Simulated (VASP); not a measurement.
The system is WS2 (Tungstenite).

```
CELL_PARAMETERS angstrom
3.18000 0.00000 0.00000
-1.59000 2.75396 0.00000
0.00000 0.00000 12.50000
ATOMIC_POSITIONS crystal
W 0.66667 0.33333 0.75000
W 0.33333 0.66667 0.25000
S 0.66667 0.33333 0.37500
S 0.33333 0.66667 0.87500
S 0.66667 0.33333 0.12500
S 0.33333 0.66667 0.62500
```

Base run:

| Item | Value |
| --- | --- |
| Program | VASP 6.6.1 |
| Functional | r2SCAN |
| Potentials or basis | VASP PAW PBE potentials, release 64 (W_sv, S) |
| Cutoff | 520 eV |
| k mesh | 10 × 10 × 4 |
| Occupations | gaussian, width 0.02 eV |
| Spin | no spin polarisation |

Its results: band gap on the k mesh 1.24 eV, indirect (least direct gap 2.21 eV).

Task: After a change of settings the same cell gave: band gap on the k mesh 1.38 eV, indirect (least direct gap 2.18 eV). Which change was it?
A. functional from r2SCAN to LDA; potentials or basis from VASP PAW PBE potentials, release 64 (W_sv, S) to VASP PAW LDA potentials, release 64 (W_sv, S)
B. functional from r2SCAN to PBEsol
C. functional from r2SCAN to TB-mBJ

Result: C.

Caveats: spin-orbit coupling is left out, which moves the levels of the heavy elements; the mesh misses the band edges, which the band path finds closer together (some runs).

Runs at the PBE level aren't shown here.
